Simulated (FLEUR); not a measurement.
# KBr (Pm-3m) in FLEUR: notebook

Runs on KBr. Level: PBE. Tasks: single point.

Program: FLEUR MaX-R8.1 (later development tree). These are calculated values, not measurements. Logs are shortened: lines on timing, memory, paths and dates and some standing lists are left out, and cuts for length are marked.

## Step 1: The crystal as given

The structure is cubic, space group Pm-3m (No. 221). The conventional cell has a = 4.043 Å, b = 4.043 Å, c = 4.043 Å, α = 90.00°, β = 90.00°, γ = 90.00°. Around Br (site symmetry m-3m) lie 8 K at 3.50 Å. K (site symmetry m-3m) has 8 Br at 3.50 Å as nearest neighbours.

Measurements of this composition are mostly on another form, of space group No. 225.

## Step 2: Single point, PBE

The input, inp.xml:

```xml
<?xml version="1.0" encoding="UTF-8" standalone="no"?>
<fleurInput fleurInputVersion="0.39">
   <comment>
      KBr                                                                                                 
   </comment>
   <calculationSetup>
      <cutoffs Kmax="3.8" Gmax="11.8" GmaxXC="11.8" numbands="0"/>
      <scfLoop itmax="60" minDistance="0.00001" maxIterBroyd="15" imix="Anderson" alpha="0.05" precondParam="0.0" spinf="2.0" sdNocoIR="T"/>
      <coreElectrons ctail="T" frcor="F" kcrel="0" coretail_lmax="0"/>
      <xcFunctional name="pbe" relativisticCorrections="F"/>
      <magnetism jspins="1"/>
      <soc l_soc="F" theta="0.0" phi="0.0" spav="F"/>
      <expertModes spex="0" secvar="F"/>
      <geometryOptimization l_f="T" forcealpha="1.0" forcemix="BFGS" epsdisp="0.0005" epsforce="0.0002"/>
      <ldaU l_linMix="F" mixParam="0.05" spinf="1.0"/>
   </calculationSetup>
   <cell>
      <bzIntegration valenceElectrons="26.0" mode="hist" fermiSmearingEnergy="0.00183747">
         <kPointListSelection listName="default-1"/>
         <!-- k-points included here -->
         <xi:include xmlns:xi="http://www.w3.org/2001/XInclude" href="kpts.xml"> </xi:include>
      </bzIntegration>
      <!-- symmetry operations included here -->
      <xi:include xmlns:xi="http://www.w3.org/2001/XInclude" href="sym.xml"> </xi:include>
      <bulkLattice scale="1.0">
         <bravaisMatrix>
            <row-1>    7.6411056950939749     0.0000000000000000     0.0000000000000000</row-1>
            <row-2>    0.0000000000000000     7.6411056950939749     0.0000000000000000</row-2>
            <row-3>    0.0000000000000000     0.0000000000000000     7.6411056950939749</row-3>
         </bravaisMatrix>
      </bulkLattice>
   </cell>
   <atomSpecies>
      <species name="Bromine (Br)" element="Br" atomicNumber="35">
         <mtSphere radius="2.66" gridPoints="879" logIncrement="0.014"/>
         <atomicCutoffs lmax="11" lnonsphr="8"/>
         <electronConfig flipSpins="F">
            <coreConfig>(1s1/2) (2s1/2) (2p1/2) (2p3/2) (3s1/2) (3p1/2) (3p3/2)</coreConfig>
            <valenceConfig>(3d3/2) (3d5/2) (4s1/2) (4p1/2) (4p3/2)</valenceConfig>
            <stateOccupation state="(4p1/2)" spinUp="0.833333" spinDown="0.833333"/>
            <stateOccupation state="(4p3/2)" spinUp="1.666667" spinDown="1.666667"/>
         </electronConfig>
         <energyParameters s="4" p="4" d="4" f="4"/>
         <lo type="SCLO" l="2" n="3" eDeriv="0"/>
         <lo type="SCLO" l="2" n="3" eDeriv="1"/>
         <lo type="SCLO" l="0" n="4" eDeriv="2"/>
         <lo type="SCLO" l="1" n="4" eDeriv="2"/>
         <lo type="SCLO" l="3" n="4" eDeriv="2"/>
      </species>
      <species name="Potassium (K)" element="K" atomicNumber="19">
         <mtSphere radius="2.66" gridPoints="879" logIncrement="0.014"/>
         <atomicCutoffs lmax="11" lnonsphr="8"/>
         <electronConfig flipSpins="F">
            <coreConfig>(1s1/2) (2s1/2) (2p1/2) (2p3/2)</coreConfig>
            <valenceConfig>(3s1/2) (3p1/2) (3p3/2) (4s1/2)</valenceConfig>
            <stateOccupation state="(4s1/2)" spinUp="0.500000" spinDown="0.500000"/>
         </electronConfig>
         <energyParameters s="4" p="3" d="3" f="4"/>
         <lo type="SCLO" l="0" n="3" eDeriv="0"/>
         <lo type="HELO" l="1" n="4" eDeriv="0"/>
         <lo type="HELO" l="1" n="4" eDeriv="1"/>
         <lo type="SCLO" l="2" n="3" eDeriv="2"/>
         <lo type="SCLO" l="3" n="4" eDeriv="2"/>
      </species>
   </atomSpecies>
   <atomGroups>
      <atomGroup species="Bromine (Br)">
         <relPos label="                   1">1.000/2.000 1.000/2.000 1.000/2.000</relPos>
         <force calculate="T" relaxXYZ="TTT"/>
      </atomGroup>
      <atomGroup species="Potassium (K)">
         <relPos label="                   2">.0000000000 .0000000000 .0000000000</relPos>
         <force calculate="T" relaxXYZ="TTT"/>
      </atomGroup>
   </atomGroups>
   <output dos="F" band="F" slice="F">
      <checks vchk="F" cdinf="F"/>
      <bandDOS minEnergy="-.5*Htr" maxEnergy="0.5*Htr" sigma="0.015" storeEVData="T"/>
      <vacuumDOS vacdos="F" integ="F" star="F" nstars="0" locx1="0.0" locy1="0.0" locx2="0.0" locy2="0.0" nstm="0" tworkf="0.0"/>
      <unfoldingBand unfoldBand="F" supercellX="1" supercellY="1" supercellZ="1"/>
      <plotting iplot="0" polar="F">
         <plot TwoD="T" vec1="  1.0  0.0  0.0" vec2="  0.0  1.0  0.0" vec3="  0.0  0.0  1.0" zero="  0.0  0.0  0.0" file="plot"/>
      </plotting>
      <chargeDensitySlicing numkpt="0" minEigenval="0.0" maxEigenval="0.0" nnne="0" pallst="F"/>
      <specialOutput eonly="F"/>
      <moessbauerParams electricFieldGradient="T" isomerShift="T" coreHyperfine="T" valenceHyperfine="T"/>
      <magneticCircularDichroism mcd="F" energyLo="-10.0" energyUp="0.0"/>
   </output>
  <!-- We include the file relax.xml here to enable relaxations (see documentation) -->
  <xi:include xmlns:xi="http://www.w3.org/2001/XInclude" href="relax.xml"> <xi:fallback/> </xi:include>
</fleurInput>
```

The input, crystal.txt:

```
KBr
&input cartesian=F /
4.0434990000  0.0000000000  0.0000000000
0.0000000000  4.0434990000  0.0000000000
0.0000000000  0.0000000000  4.0434990000
1.8897261246
1.0 1.0 1.0

2
35 0.5000000000  0.5000000000  0.5000000000
19 0.0000000000  0.0000000000  0.0000000000

&kpt div1=7 div2=7 div3=7 gamma=T /
```

Potentials or basis: all-electron, FLAPW.

The run is started by

```bash
$ inpgen -f crystal.txt -profile fastHighL
$ # inp.xml edited to the form shown
$ fleur_MPI
```

The program printed:

```text
Welcome to FLEUR        (www.flapw.de)
      MaX-Release 8.1          (www.max-centre.eu)

 ========== k-point set info ==========
 Selected k-point list: default-1
 k-point list type: mesh
 7 x 7 x 7
 Number of k points: 20

 ------------Calculation Setup---------------------------
 Number of MPI-tasks      :            1
 Number of PE/node        :            1
 Number of OMP-threads    :            1
 Most efficient MPI parallelization for:
           1           2           4           5          10          20
 Additional eigenvalue parallelization possible
 Number of basis functions:          507
 Approximate size of matrices (H+S) per k-point:         0.004 GB
 --------------------------------------------------------
 Iteration:     1   Distance:       3.31395166 me/bohr^3
 Iteration:     2   Distance:       2.97631766 me/bohr^3
 Iteration:     3   Distance:       1.45215851 me/bohr^3
 Iteration:     4   Distance:       0.71045092 me/bohr^3
 Iteration:     5   Distance:       0.71801333 me/bohr^3
 Iteration:     6   Distance:       0.13275575 me/bohr^3
 Iteration:     7   Distance:       0.11690595 me/bohr^3
 Iteration:     8   Distance:       0.01595605 me/bohr^3
 Iteration:     9   Distance:       0.01363471 me/bohr^3
 Iteration:    10   Distance:       0.00425853 me/bohr^3
 Iteration:    11   Distance:       0.00036411 me/bohr^3
 Iteration:    12   Distance:       0.00040547 me/bohr^3
 Iteration:    13   Distance:       0.00003482 me/bohr^3
 Iteration:    14   Distance:       0.00003399 me/bohr^3
 Iteration:    15   Distance:       0.00000294 me/bohr^3

 ********************************************************************
 Run finished successfully
 Stop message:
   Structural relaxation: Done
 ********************************************************************
```

out.xml (last iteration):

```text
<iteration numberForCurrentRun="   16" overallNumber="   16">
         <energyParameters units="Htr">
            <atomicEP atomType="1" spin="1" branch="4s" branchLowest="-8.41" branchHighest="-0.22" value="-0.4285432523"/>
            <atomicEP atomType="1" spin="1" branch="4p" branchLowest="-6.04" branchHighest="0.40" value="0.0019825444"/>
            <atomicEP atomType="1" spin="1" branch="4d" branchLowest="-2.11" branchHighest="1.43" value="0.3628672806"/>
            <atomicEP atomType="1" spin="1" branch="4f" branchLowest="-9.99" branchHighest="2.37" value="0.5415690626"/>
            <loAtomicEP atomType="1" spin="1" branch="3d" branchLowest="-9.99" branchHighest="-2.11" value="-2.1125651918"/>
            <loAtomicEP atomType="1" spin="1" branch="3d" branchLowest="-9.99" branchHighest="-2.11" value="-2.1125651918"/>
            <loAtomicEP atomType="1" spin="1" branch="4s" branchLowest="-8.41" branchHighest="-0.22" value="-0.4285432523"/>
            <loAtomicEP atomType="1" spin="1" branch="4p" branchLowest="-6.04" branchHighest="0.40" value="-0.0032088105"/>
            <loAtomicEP atomType="1" spin="1" branch="4f" branchLowest="-9.99" branchHighest="2.37" value="0.5415711264"/>
            <atomicEP atomType="2" spin="1" branch="4s" branchLowest="-0.96" branchHighest="2.08" value="0.2084054021"/>
            <atomicEP atomType="2" spin="1" branch="3p" branchLowest="-10.01" branchHighest="-0.30" value="-0.4078670608"/>
            <atomicEP atomType="2" spin="1" branch="3d" branchLowest="-9.99" branchHighest="0.70" value="0.3241102991"/>
            <atomicEP atomType="2" spin="1" branch="4f" branchLowest="-9.99" branchHighest="2.49" value="0.5558148479"/>
            <loAtomicEP atomType="2" spin="1" branch="3s" branchLowest="-12.70" branchHighest="-0.96" value="-1.0168452352"/>
            <heloAtomicEP atomType="2" spin="1" branch="4p" branchLowest="1.63" branchHighest="1.63" value="1.6348383127"/>
            <heloAtomicEP atomType="2" spin="1" branch="4p" branchLowest="1.63" branchHighest="1.63" value="1.6348383127"/>
            <loAtomicEP atomType="2" spin="1" branch="3d" branchLowest="-9.99" branchHighest="0.70" value="0.3240450821"/>
            <loAtomicEP atomType="2" spin="1" branch="4f" branchLowest="-9.99" branchHighest="2.49" value="0.5558169471"/>
         </energyParameters>
         <eigenvalues>
            <eigenvaluesAt spin="1" ikpt="1" k_x="0.00000000" k_y="0.00000000" k_z="0.00000000">
                      -2.1151053198       -2.1151053198       -2.1151053198       -2.1150810232       -2.1150810232
                      -1.0169406907       -0.4331422642       -0.4078054381       -0.4078054381       -0.4078054381
                       0.0268900788        0.0268900788        0.0268900788        0.1784697887        0.2517200413
                       0.2517200413        0.3894827306        0.3894827306        0.3894827306        0.4856932022
                       0.4856932022
            </eigenvaluesAt>
            <eigenvaluesAt spin="1" ikpt="2" k_x="0.00000000" k_y="0.00000000" k_z="0.14285714">
                      -2.1151051974       -2.1151051974       -2.1151051002       -2.1150806385       -2.1150803535
                      -1.0168714625       -0.4344799371       -0.4076731847       -0.4076731847       -0.4063358430
                       0.0115169854        0.0270866003        0.0270866003        0.1959217359        0.2574138868
                       0.2668783004        0.3872524476        0.3872524476        0.3924347086        0.4600307075
                       0.4921405691
            </eigenvaluesAt>
            <eigenvaluesAt spin="1" ikpt="3" k_x="0.00000000" k_y="0.00000000" k_z="0.28571429">
                      -2.1151052360       -2.1151052360       -2.1151051641       -2.1150805409       -2.1150794276
                      -1.0167157685       -0.4372509732       -0.4073762759       -0.4073762759       -0.4031869296
                      -0.0152264881        0.0275153385        0.0275153385        0.2316232177        0.2736841515
[... 25 lines left out ...]
            <state n="2" l="1" j="0.5" energy="-56.9908082676" weight="1.0000000000"/>
            <state n="2" l="1" j="1.5" energy="-55.2450759325" weight="2.0000000000"/>
            <state n="3" l="0" j="0.5" energy="-8.4097209949" weight="1.0000000000"/>
            <state n="3" l="1" j="0.5" energy="-6.2074300574" weight="1.0000000000"/>
            <state n="3" l="1" j="1.5" energy="-5.9562841133" weight="2.0000000000"/>
         </coreStates>
         <coreStates atomType="     2" atomicNumber=" 19" spin="1" kinEnergy="    571.3263508819" eigValSum="   -343.7383838204" lostElectrons=" 0.000000">
            <state n="1" l="0" j="0.5" energy="-129.1411821439" weight="1.0000000000"/>
            <state n="2" l="0" j="0.5" energy="-12.7019195133" weight="1.0000000000"/>
            <state n="2" l="1" j="0.5" energy="-10.0795547614" weight="1.0000000000"/>
            <state n="2" l="1" j="1.5" energy="-9.9732677458" weight="2.0000000000"/>
         </coreStates>
         <allElectronCharges>
            <spinDependentCharge spin="1" total="54.0000000" interstitial="2.0448770" mtSpheres="51.9551230"/>
            <totalCharge value="53.9999999954"/>
         </allElectronCharges>
         <moessbauerParams unitsHFF="kG" unitsIS="e/bohr^3" unitsEFG="Htr/bohr^2">
            <coreIsomerShift atomType="1" isTotal="44636.39633">
               <shell n="1" l="0" isomerShift="39802.67722"/>
               <shell n="2" l="0" isomerShift="4119.84693"/>
               <shell n="2" l="1" isomerShift="44.28740"/>
               <shell n="3" l="0" isomerShift="662.34759"/>
               <shell n="3" l="1" isomerShift="7.23719"/>
            </coreIsomerShift>
            <coreIsomerShift atomType="2" isTotal="5156.94625">
               <shell n="1" l="0" isomerShift="4761.91848"/>
               <shell n="2" l="0" isomerShift="393.99170"/>
               <shell n="2" l="1" isomerShift="1.03607"/>
            </coreIsomerShift>
            <isomerShift atomType="1" nucleusRadius="0.0001017" averageDensity="44705.87044"/>
            <isomerShift atomType="2" nucleusRadius="0.0000802" averageDensity="5204.13668"/>
            <electricFieldGradient atomType="1" VXX="0.00000" VYY="0.00000" VZZ="0.00000" asymParam="0.00000">
            </electricFieldGradient>
            <electricFieldGradient atomType="2" VXX="0.00000" VYY="0.00000" VZZ="0.00000" asymParam="0.00000">
            </electricFieldGradient>
         </moessbauerParams>
         <totalEnergy                                    value="    -3208.9000332921" units="Htr">
            <sumOfEigenvalues                            value="    -1862.7421988965">
               <coreElectrons value="-1836.2671181220"/>
               <valenceElectrons value="-26.4750807745"/>
            </sumOfEigenvalues>
            <densityCoulombPotentialIntegral value="-4978.3985226597"/>
            <densityEffectivePotentialIntegral value="-5141.8672625631"/>
            <chargeDenXCDenIntegral value="-125.7877677732"/>
            <FockExchangeEnergyValence value="0.0000000000"/>
            <FockExchangeEnergyCore value="0.0000000000"/>
            <atomTypeDependentContributions atomType="1">
               <electronNucleiInteractionDifferentMTs value="3144.4518183827"/>
               <MadelungTerm value="-9.1877082743"/>
            </atomTypeDependentContributions>
            <atomTypeDependentContributions atomType="2">
               <electronNucleiInteractionDifferentMTs value="714.1002756764"/>
               <MadelungTerm value="-5.2982655222"/>
            </atomTypeDependentContributions>
            <tkbTimesEntropy value="0.0000000000"/>
            <freeEnergy value="-3208.9000332921"/>
            <extrapolationTo0K value="-3208.9000332921"/>
         </totalEnergy>
         <totalForcesOnRepresentativeAtoms units="Htr/bohr">
            <forceTotal atomType="1" x="3.820553" y="3.820553" z="3.820553" F_x="0.00000000" F_y="0.00000000" F_z="0.00000000"/>
            <forceTotal atomType="2" x="0.000000" y="0.000000" z="0.000000" F_x="0.00000000" F_y="0.00000000" F_z="0.00000000"/>
         </totalForcesOnRepresentativeAtoms>
      </iteration>
```

It took 47 s on 1 thread of Arm Neoverse V2, shared host; peak memory 0.07 GiB.

What came out:

```
Free energy                                           : -87318.6182 eV
Band gap on the k mesh                                : 3.89 eV, indirect (least direct gap 4.12 eV)
Valence electrons inside the program's atomic spheres : Br 16.14; K 7.81 (radii Br 2.66, K 2.66 bohr)
```

Levels at points of the mesh, in eV from the valence-band top:
| k point | band 11 | band 12 | band 13 | band 14 | band 15 | band 16 |
| --- | --- | --- | --- | --- | --- | --- |
| (0.00, 0.00, 0.00) | -0.24 | -0.24 | -0.24 | 3.89 | 5.88 | 5.88 |

Core levels (eV from the Fermi level):
| atom | levels |
| --- | --- |
| 1 Br | 1s1/2 -13305.4, 2s1/2 -1724.1, 2p1/2 -1551.8, 2p3/2 -1504.3, 3s1/2 -229.8, 3p1/2 -169.9, 3p3/2 -163.0 |
| 2 K | 1s1/2 -3515.1, 2s1/2 -346.6, 2p1/2 -275.2, 2p3/2 -272.4 |

Caveat: an odd mesh through Γ misses points on the zone boundary, where band edges often lie. A hybrid or GW would open this gap; PBE tends to underestimate it.

## Step 3: Single point, PBE (atoms moved at random, drawn with an rms of 0.05 Å)

inp.xml: that of step 2 with these lines changed.

```diff
@@ -67,3 +67,3 @@
       <atomGroup species="Bromine (Br)">
-         <relPos label="                   1">1.000/2.000 1.000/2.000 1.000/2.000</relPos>
+         <relPos label="                   1">-.4996180000 .4947430000 -.4977180000</relPos>
          <force calculate="T" relaxXYZ="TTT"/>
@@ -71,3 +71,3 @@
       <atomGroup species="Potassium (K)">
-         <relPos label="                   2">.0000000000 .0000000000 .0000000000</relPos>
+         <relPos label="                   2">-.0011620000 -.0002160000 -.0234900000</relPos>
          <force calculate="T" relaxXYZ="TTT"/>
```

crystal.txt: that of step 2 with these lines changed.

```diff
@@ -9,4 +9,4 @@
 2
-35 0.5000000000  0.5000000000  0.5000000000
-19 0.0000000000  0.0000000000  0.0000000000
+35 0.5003820000  0.4947430000  0.5022820000
+19 -0.0011620000  -0.0002160000  -0.0234900000
```

Potentials or basis: all-electron, FLAPW.

The run is started by

```bash
$ inpgen -f crystal.txt -profile fastHighL
$ # inp.xml edited to the form shown
$ fleur_MPI
```

Wall time 18 min (1 thread of Arm Neoverse V2, shared host); peak memory 0.27 GiB.

It converged, with:

```yaml
Free_energy: -87318.6152 eV
Largest_force: 0.057 eV/Å
Band_gap_on_the_k_mesh: 3.89 eV, indirect (least direct gap 4.13 eV)
Valence_electrons_inside_the_program's_atomic_spheres: Br 16.14; K 7.82 (radii Br 2.66, K 2.66 bohr)
```

Forces on the atoms (eV/Å):
```
Br  -0.004  0.012 -0.056
K    0.003 -0.011  0.052
```

Levels at points of the mesh, in eV from the valence-band top:
```csv
k point,band 9,band 10,band 11,band 12,band 13,band 14,band 15,band 16,band 17,band 18
"(0.00, 0.00, 0.00)",-12.06,-12.06,-0.24,-0.24,-0.24,3.89,5.88,5.91,9.63,9.64
```

Core levels (eV from the Fermi level):
```csv
atom,levels
1 Br,"1s1/2 -13305.4, 2s1/2 -1724.1, 2p1/2 -1551.8, 2p3/2 -1504.3, 3s1/2 -229.8, 3p1/2 -169.9, 3p3/2 -163.0"
2 K,"1s1/2 -3515.1, 2s1/2 -346.6, 2p1/2 -275.2, 2p3/2 -272.3"
```

Caveat: an odd mesh through Γ misses points on the zone boundary, where band edges often lie.
